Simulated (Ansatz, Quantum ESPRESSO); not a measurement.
# BeS (F-43m): third-order response, part 2 of 3

Wanted: vibrational spectra of BeS (F-43m) from linear and non-linear response.

Quantum ESPRESSO 8.0 development, patched; DFT LDA, scalar-relativistic, plane waves, PseudoDojo norm-conserving pseudopotentials.

So far. Step 2 (A probe with smearing): A gap of 2.9 eV opens on this mesh, so the crystal is taken as an insulator; the start stands at -3.2 GPa. Step 4 (Self-consistent run for the response): The cell stands at -0.01 GPa, close enough for phonons. The relaxed cell has a = 4.796 Å (conventional setting).

The database entry behind the starting cell differs from later determinations by our own check (0.1 to 0.3 % short, probably kX units), so it need not match the best structure at ambient conditions.

### Step 5. Zone-centre response

At q = 0 one unit cell holds all displacements; symmetry groups them into irreducible representations that are solved one by one. The response to a field gives ε∞ and the Born charges, which polar modes need. Third-order response adds the Raman tensors.

The input, ph.in:

```
phonons
&INPUTPH
  prefix = 'x'
  outdir = './tmp'
  fildyn = 'g.dyn'
  tr2_ph = 1.0d-18
  epsil  = .true.
  lraman = .true.
  elop   = .true.
/
0.000000000000 0.000000000000 0.000000000000
```

On the command line:

```console
> OMP_NUM_THREADS=1 mpirun -n 2 ph.x -nk 2 -in ph.in > ph.out
```

Log:

```text
[banners, grids, parts of the stress and lines that vanish by symmetry left out]
[banner, memory and clock lines left out]
Program PHONON v.8.0dev

     Dynamical matrices for q-points given in input
     (   1q-points):
       N         xq(1)         xq(2)         xq(3)
       1   0.000000000   0.000000000   0.000000000

     ./tmp/x.save/

     IMPORTANT: XC functional enforced from input :
     Exchange-correlation= PW
                           (   1   4   0   0   0   0   0)
     Any further DFT definition will be discarded
     Please, verify this is what you really want

     G-vector sticks info

     Reading collected, re-writing distributed wavefunctions in ./tmp/

     Number and degeneracy of irreps per q-point
       N         xq(1)         xq(2)         xq(3)   N irreps
       1   0.000000000   0.000000000   0.000000000       2
        3   3

     Calculation of q =    0.0000000   0.0000000   0.0000000

     phonons

     bravais-lattice index     =            2
     lattice parameter (alat)  =       9.0627  a.u.
     unit-cell volume          =     186.0854 (a.u.)^3
     number of atoms/cell      =            2
     number of atomic types    =            2
     kinetic-energy cut-off    =      88.0000  Ry
     charge density cut-off    =     352.0000  Ry
     convergence threshold     =      1.0E-18
     beta                      =       0.7000
     number of iterations used =            4
     Exchange-correlation= PW
                           (   1   4   0   0   0   0   0)

     celldm(1)=    9.06270  celldm(2)=    0.00000  celldm(3)=    0.00000
     celldm(4)=    0.00000  celldm(5)=    0.00000  celldm(6)=    0.00000

     crystal axes: (cart. coord. in units of alat)
               a(1) = ( -0.5000  0.0000  0.5000 )
               a(2) = (  0.0000  0.5000  0.5000 )
               a(3) = ( -0.5000  0.5000  0.0000 )

     reciprocal axes: (cart. coord. in units 2 pi/alat)
               b(1) = ( -1.0000 -1.0000  1.0000 )
               b(2) = (  1.0000  1.0000  1.0000 )
               b(3) = ( -1.0000  1.0000 -1.0000 )

     Atoms inside the unit cell:

     Cartesian axes

     site n.  atom      mass           positions (alat units)
        1  Be      9.0122   tau(    1) = (    0.00000    0.00000    0.00000  )
        2  S      32.0600   tau(    2) = (   -0.25000    0.25000    0.25000  )

     Computing dynamical matrix for
                    q = (   0.0000000   0.0000000   0.0000000 )

     25 Sym.Ops. (with q -> -q+G )

     G cutoff =  732.3147  (  20827 G-vectors)     FFT grid: ( 40, 40, 40)
     number of k points=    29
                       cart. coord. in units 2pi/alat
        k(    1) = (   0.0000000   0.0000000   0.0000000), wk =   0.0039062
        k(    2) = (  -0.1250000   0.1250000  -0.1250000), wk =   0.0312500
        k(    3) = (  -0.2500000   0.2500000  -0.2500000), wk =   0.0312500
        [... further k-points left out ...]

     PseudoPot. # 1 for Be read from file:
     ./pseudo/Be.upf
     Pseudo is Norm-conserving, Zval =  4.0

     PseudoPot. # 2 for S  read from file:
     ./pseudo/S.upf
     Pseudo is Norm-conserving + core correction, Zval =  6.0

     Mode symmetry, T_d (-43m)  point group:

     Electric field:
     Dielectric constant
     Born effective charges as d Force / d E
     Raman tensor
     Electro-optic tensor

     Atomic displacements:
     There are    2 irreducible representations

     Representation     1      3 modes -  To be done

     Representation     2      3 modes -  To be done

     Alpha used in Ewald sum =   2.8000

     Electric Fields Calculation

     The passes end when |ddv_scf|^2 is under  8.7E-20 (on this mesh; tr2_ph alone asks  1.0E-18)

      iter #   1   av.it.:   7.2
      thresh= 1.000E-02 alpha_mix =  0.700 |ddv_scf|^2 =  9.244E-08

      [... iterations left out ...]
      iter #   7   av.it.:  13.4
      thresh= 2.601E-10 alpha_mix =  0.700 |ddv_scf|^2 =  9.832E-21

     End of electric fields calculation

          Dielectric constant in cartesian axis

          (       5.465822517      -0.000000000       0.000000000 )
          (      -0.000000000       5.465822517       0.000000000 )
          (       0.000000000       0.000000000       5.465822517 )

          Effective charges (d Force / dE) in cartesian axis without acoustic sum rule applied (asr)

           atom    1  Be    Mean Z*:        1.53996
      Ex  (        1.53996       -0.00000       -0.00000 )
      Ey  (       -0.00000        1.53996        0.00000 )
      Ez  (       -0.00000        0.00000        1.53996 )
           atom    2  S     Mean Z*:       -1.54851
      Ex  (       -1.54851       -0.00000        0.00000 )
      Ey  (       -0.00000       -1.54851        0.00000 )
      Ez  (       -0.00000        0.00000       -1.54851 )

          Effective charges Sum: Mean:       -0.00855
             -0.00855       -0.00000       -0.00000
             -0.00000       -0.00855        0.00000
             -0.00000        0.00000       -0.00855

          Effective charges (d Force / dE) in cartesian axis with asr applied:
           atom    1  Be    Mean Z*:        1.54424
      E*x (        1.54424        0.00000       -0.00000 )
      E*y (       -0.00000        1.54424        0.00000 )
      E*z (        0.00000       -0.00000        1.54424 )
           atom    2  S     Mean Z*:       -1.54424
      E*x (       -1.54424       -0.00000        0.00000 )
      E*y (        0.00000       -1.54424       -0.00000 )
      E*z (       -0.00000        0.00000       -1.54424 )

     Calling punch_plot_e
     Writing on file  drho

     Computing Pc [DH,Drho] |psi>

     Derivative coefficient:  0.001000    Threshold: 1.00E-12
     Non-scf  u_k: avg # of iterations = 16.9
     Non-scf Du_k: avg # of iterations = 29.0

          Dielectric constant from finite-differences

          (       5.465752052       0.000000000      -0.000000000 )
          (       0.000000000       5.465752052       0.000000000 )
          (      -0.000000000      -0.000000000       5.465752052 )

              Electro-optic tensor is defined as
            the derivative of the dielectric tensor
              with respect to one electric field
                 units are Rydberg a.u.

            to obtain the static chi^2 multiply by 1/2

            to convert to pm/Volt multiply per 2.7502

          Electro-optic tensor in cartesian axis:

          (       0.000000000      -0.000000000       0.000000000 )
          (       0.000000000       0.000000000      -3.923784079 )
          (      -0.000000000      -3.923784079      -0.000000000 )

          (       0.000000000      -0.000000000      -3.923784079 )
          (      -0.000000000       0.000000000       0.000000000 )
          (      -3.923784079       0.000000000       0.000000000 )

          (      -0.000000000      -3.923784079      -0.000000000 )
          (      -3.923784079      -0.000000000      -0.000000000 )
          (      -0.000000000      -0.000000000      -0.000000000 )

          Electro-optic tensor: contribution #   1

          (      -0.000000000       0.000000000       0.000000000 )
          (       0.000000000       0.000000000      -3.966193717 )
          (      -0.000000000      -3.966193717      -0.000000000 )

          (       0.000000000       0.000000000      -3.966193717 )
          (       0.000000000      -0.000000000       0.000000000 )
          (      -3.966193717       0.000000000      -0.000000000 )

          (      -0.000000000      -3.966193717      -0.000000000 )
          (      -3.966193717       0.000000000       0.000000000 )
          (      -0.000000000      -0.000000000      -0.000000000 )

          Electro-optic tensor: contribution #   2

          (      -0.000000000      -0.000000000      -0.000000000 )
          (       0.000000000      -0.000000000       0.042409638 )
          (      -0.000000000       0.042409638      -0.000000000 )

          (       0.000000000      -0.000000000       0.042409638 )
          (       0.000000000      -0.000000000      -0.000000000 )
          (       0.042409638      -0.000000000       0.000000000 )

          (      -0.000000000       0.042409638      -0.000000000 )
          (       0.042409638      -0.000000000       0.000000000 )
          (      -0.000000000       0.000000000      -0.000000000 )

     Computing Second order response

      iter #   1   av.it.:  10.7
      thresh= 1.000E-02 alpha_mix =  0.700 |ddv_scf|^2 =  1.379E-07

      [... iterations left out ...]
      iter #  10   av.it.:  14.4
      thresh= 2.339E-11 alpha_mix =  0.700 |ddv_scf|^2 =  5.753E-21

          Raman tensor (au^-1) in cartesian axis

           atom      1
          (      -0.000000000      -0.000000000      -0.000000000 )
          (      -0.000000000      -0.000000000       0.551190357 )
          (       0.000000000       0.551190357       0.000000000 )

          (       0.000000000       0.000000000       0.551190357 )
          (       0.000000000       0.000000000      -0.000000000 )
          (       0.551190357       0.000000000      -0.000000000 )

          (      -0.000000000       0.551190357       0.000000000 )
          (       0.551190357      -0.000000000      -0.000000000 )
          (       0.000000000      -0.000000000       0.000000000 )

           atom      2
          (       0.000000000      -0.000000000       0.000000000 )
          (       0.000000000      -0.000000000      -0.550438643 )
          (      -0.000000000      -0.550438643       0.000000000 )

          (      -0.000000000      -0.000000000      -0.550438643 )
          (      -0.000000000       0.000000000       0.000000000 )
          (      -0.550438643       0.000000000      -0.000000000 )

          (       0.000000000      -0.550438643      -0.000000000 )
          (      -0.550438643      -0.000000000       0.000000000 )
          (      -0.000000000      -0.000000000      -0.000000000 )

     Raman tensor (A^2)

     atom #    1    pol.  1
     -0.565881707903E-15     -0.124685800046E-15     -0.335692538587E-15
     -0.239780384705E-15     -0.680976292561E-15      0.228563176372E+01
      0.959121538819E-17      0.228563176372E+01      0.959121538819E-17
     atom #    1    pol.  2
      0.335692538587E-15      0.104544247731E-14      0.228563176372E+01
      0.127563164663E-14      0.102626004654E-14     -0.105503369270E-15
[...]
atom #    1    pol.  3
[...]
atom #    2    pol.  1
[...]
atom #    2    pol.  2
[...]
atom #    2    pol.  3
[...]
-0.263758423175E-15     -0.196619915458E-15     -0.724136761808E-15

     Representation #   1 modes #   1   2   3

     Self-consistent Calculation

     The passes end when |ddv_scf|^2 is under  8.7E-20 (on this mesh; tr2_ph alone asks  1.0E-18)

      iter #   1   av.it.:   7.9
      thresh= 1.000E-02 alpha_mix =  0.700 |ddv_scf|^2 =  1.311E-07

      [... iterations left out ...]
      iter #   8   av.it.:  13.7
      thresh= 7.205E-11 alpha_mix =  0.700 |ddv_scf|^2 =  2.619E-21

     End of self-consistent calculation

     Convergence has been achieved

     Representation #   2 modes #   4   5   6

     Self-consistent Calculation

     The passes end when |ddv_scf|^2 is under  8.7E-20 (on this mesh; tr2_ph alone asks  1.0E-18)

      iter #   1   av.it.:   8.6
      thresh= 1.000E-02 alpha_mix =  0.700 |ddv_scf|^2 =  2.239E-07

      [... iterations left out ...]
      iter #   9   av.it.:  13.7
      thresh= 2.949E-11 alpha_mix =  0.700 |ddv_scf|^2 =  3.673E-22

     End of self-consistent calculation

     Convergence has been achieved

     Number of q in the star =    1
     List of q in the star:
          1   0.000000000   0.000000000   0.000000000

          Dielectric constant in cartesian axis

          (       5.465822517      -0.000000000       0.000000000 )
          (      -0.000000000       5.465822517       0.000000000 )
          (       0.000000000       0.000000000       5.465822517 )

          Effective charges (d Force / dE) in cartesian axis without acoustic sum rule applied (asr)

           atom    1  Be    Mean Z*:        1.53996
      Ex  (        1.53996       -0.00000       -0.00000 )
      Ey  (       -0.00000        1.53996        0.00000 )
      Ez  (       -0.00000        0.00000        1.53996 )
           atom    2  S     Mean Z*:       -1.54851
      Ex  (       -1.54851       -0.00000        0.00000 )
      Ey  (       -0.00000       -1.54851        0.00000 )
      Ez  (       -0.00000        0.00000       -1.54851 )

          Effective charges Sum: Mean:       -0.00855
             -0.00855       -0.00000       -0.00000
             -0.00000       -0.00855        0.00000
             -0.00000        0.00000       -0.00855

          Effective charges (d Force / dE) in cartesian axis with asr applied:
           atom    1  Be    Mean Z*:        1.54424
      E*x (        1.54424        0.00000       -0.00000 )
      E*y (       -0.00000        1.54424        0.00000 )
      E*z (        0.00000       -0.00000        1.54424 )
           atom    2  S     Mean Z*:       -1.54424
      E*x (       -1.54424       -0.00000        0.00000 )
      E*y (        0.00000       -1.54424       -0.00000 )
      E*z (       -0.00000        0.00000       -1.54424 )

     Diagonalizing the dynamical matrix

     q = (    0.000000000   0.000000000   0.000000000 )

 **************************************************************************
     freq (    1) =      -0.029828 [THz] =      -0.994971 [cm-1]
     freq (    2) =      -0.029828 [THz] =      -0.994971 [cm-1]
     freq (    3) =      -0.029828 [THz] =      -0.994971 [cm-1]
     freq (    4) =      17.795466 [THz] =     593.592861 [cm-1]
     freq (    5) =      17.795466 [THz] =     593.592861 [cm-1]
     freq (    6) =      17.795466 [THz] =     593.592861 [cm-1]
 **************************************************************************

     Mode symmetry, T_d (-43m)  point group:

     freq (   1-   3) =         -1.0  [cm-1]   --> T_2  G_15 P_4   I+R
     freq (   4-   6) =        593.6  [cm-1]   --> T_2  G_15 P_4   I+R
```

Wall time 4.2 min (2 MPI ranks of Intel Xeon Platinum 8375C at 2.90GHz (Ice Lake), shared host); 8.4 min of CPU time.

Numbers from this step:

- miss of the charge sum rule: 0.008550 e
- largest acoustic frequency at the zone centre before the sum rule: -0.99 cm⁻¹
- highest optical zone-centre mode (no LO-TO term): 593.6 cm⁻¹
- lowest optical zone-centre mode: 593.6 cm⁻¹
- mean high-frequency dielectric constant: 5.466
- largest Born charge in size (third of the trace): 1.548 e

Born charge (rows field, columns displacement), before the sum rule (e), principal values of the symmetric part by kind of site:

```tsv
atom	atoms with these values	low	middle	high	mean
Be1	1	1.54	1.54	1.54	1.54
S2	1	-1.55	-1.55	-1.55	-1.55
```

In full for Be1:

```
1.54 0.00 0.00
0.00 1.54 0.00
0.00 0.00 1.54
```

High-frequency dielectric tensor:

```
5.47 0.00 0.00
0.00 5.47 0.00
0.00 0.00 5.47
```

The acoustic modes at Γ come out as far as 1.0 cm⁻¹ from zero, where they should vanish, a small numerical error; the Born charges miss their sum rule by 0.0086 e, which is good.

### Step 6. Zone-centre analysis

A rigid shift of the crystal must cost nothing, but grids and finite bases break this; the acoustic sum rule is imposed before the matrix is diagonalised again. With Born charges the intensities follow, and the static dielectric tensor.

The input, dynmat.in:

```
&INPUT
  fildyn = 'g.dyn'
  asr    = 'simple'
  fileig = 'dynmat.eig'
  lperm  = .true.
/
```

On the command line:

```console
> dynmat.x -in dynmat.in > dynmat.out
```

Log:

```text
[banner, memory and clock lines left out]
Program DYNMAT v.8.0dev

     Reading Dynamical Matrix from file g.dyn
     ...Force constants read
     ...epsilon and Z* read
     ...Raman cross sections read
     A direction for q was not specified:TO-LO splitting will be absent

     Polarizability (A^3 units)
     multiply by 0.401831 for Clausius-Mossotti correction (not under assume_isolated = 'mt')
         9.799575   -0.000000    0.000000
        -0.000000    9.799575    0.000000
         0.000000    0.000000    9.799575

     IR activities are in (D/A)^2/amu units
     Raman activities are in A^4/amu units
     multiply Raman by 0.026072 for Clausius-Mossotti correction (not under assume_isolated = 'mt')

# mode   [cm-1]    [THz]      IR          Raman   depol.fact
    1      0.00    0.0000    0.0000         0.0000    0.7500
    2      0.00    0.0000    0.0000         0.0000    0.7500
    3      0.00    0.0000    0.0000         0.0000    0.7500
    4    593.60   17.7956    7.8208        15.5857    0.7500
    5    593.60   17.7956    7.8208        15.5857    0.7500
    6    593.60   17.7956    7.8208        15.5857    0.7500

Electronic dielectric permittivity tensor (relative, adimensional)
         5.465823   -0.000000    0.000000
        -0.000000    5.465823    0.000000
         0.000000    0.000000    5.465823

 ... with zone-center polar mode contributions
         7.182561    0.000000    0.000000
         0.000000    7.182561   -0.000000
         0.000000   -0.000000    7.182561
```

Run time: 0.61 s. Hardware: 1 thread.

This step gave:

```yaml
mean_static_dielectric_constant: 7.183
```

Unit eigenvectors of the mass-weighted matrix after the sum rule; no LO-TO term. The modes at Γ (shares of kinetic energy by element, %):

```tsv
mode	frequency (cm⁻¹)	symmetry	Be %	S %
1	0.0	acoustic	22	78
2	0.0	acoustic	22	78
3	0.0	acoustic	22	78
4	593.6	T2	78	22
5	593.6	T2	78	22
6	593.6	T2	78	22
```

Displacements in mode 4 (593.6 cm⁻¹), the largest set to 1:
```
Be1  0.00  0.00  1.00
S2   0.00  0.00 -0.28
```

Degenerate modes summed, no LO-TO term. Infrared lines, with heights relative to the strongest:

```tsv
position (cm⁻¹)	lines merged	label	IR intensity, relative
594	3	T2	100
```

Degenerate modes summed. Lines of the Raman spectrum (strongest = 100):

```tsv
position (cm⁻¹)	lines merged	label	Raman activity, relative
594	3	T2	100
```

Static dielectric tensor (ions relaxed, fixed cell):

```
7.18 0.00 0.00
0.00 7.18 0.00
0.00 0.00 7.18
```

The rule moves no optical mode by more than 0.1 cm⁻¹.

### Step 7. Sum rules set otherwise: a sum rule for molecules or wires on a crystal

This rule also removes rotations, which suits molecules and not a crystal; it is tried to see the harm.

The input, dynmat.in:

```
&INPUT
  fildyn = 'g.dyn'
  asr    = 'zero-dim'
  fileig = 'dynmat.eig'
  lperm  = .true.
/
```

On the command line:

```console
> dynmat.x -in dynmat.in > dynmat.out
```

Log:

```text
[banner, memory and clock lines left out]
Program DYNMAT v.8.0dev

     Reading Dynamical Matrix from file g.dyn
     ...Force constants read
     ...epsilon and Z* read
     ...Raman cross sections read
     Warning: this looks like a crystal, not a molecule in a box: use asr = 'crystal'
     Acoustic Sum Rule: || Z*(ASR) - Z*(orig)|| =    1.047328E-02
     Acoustic Sum Rule: ||dyn(ASR) - dyn(orig)||=    5.306331E-01
     Message from routine dynmat:
     WARNING: the charges keep any dipole. Ignore the strengths of the modes set to zero; with q typed a rigid rotation may get a frequency
     A direction for q was not specified:TO-LO splitting will be absent

     Polarizability (A^3 units)
     multiply by 0.401831 for Clausius-Mossotti correction (not under assume_isolated = 'mt')
         9.799575   -0.000000    0.000000
        -0.000000    9.799575    0.000000
         0.000000    0.000000    9.799575

     IR activities are in (D/A)^2/amu units
     Raman activities are in A^4/amu units
     multiply Raman by 0.026072 for Clausius-Mossotti correction (not under assume_isolated = 'mt')

# mode   [cm-1]    [THz]      IR          Raman   depol.fact
    1     -0.00   -0.0000    5.0297        10.0317    0.7500
    2     -0.00   -0.0000    5.3377        10.6438    0.7500
    3      0.00    0.0000    0.4624         0.9215    0.7500
    4      0.00    0.0000    2.2188         4.4147    0.7500
    5      0.00    0.0000    2.5929         5.1597    0.7500
    6    593.60   17.7956    7.8208        15.5857    0.7500

Electronic dielectric permittivity tensor (relative, adimensional)
         5.465823   -0.000000    0.000000
        -0.000000    5.465823    0.000000
         0.000000    0.000000    5.465823

 ... with zone-center polar mode contributions
         6.038071   -0.572249   -0.572249
        -0.572249    6.038071    0.572249
        -0.572249    0.572249    6.038071
```

It took 0.61 s on 1 thread.

The run ended normally, but on settings that are not sound.

The fault: a sum rule for molecules or wires on a crystal; 2 optical modes are projected out to zero frequency, as if they were rotations, and the static dielectric tensor is spoilt.

For a crystal the rule has to be 'simple' or 'crystal'.

Zone-centre frequencies as printed; negative means imaginary. Modes:

```tsv
mode	frequency (cm⁻¹)
1	0
2	0
3	0
4	0
5	0
6	593.6
```

(Continued in part 3 of 3.)

[Host names and launcher messages were left out of these logs when they were recorded.]

[Logs are printed without paths, hosts, clocks, repeated set-up lines and the standing remarks that a program may print on its own settings, such as how far it seeks lower states.]

[Hosts, paths, dates, database ids (printed as entryN), source tags and the programs' standing remarks are cut or masked in the printed files.]
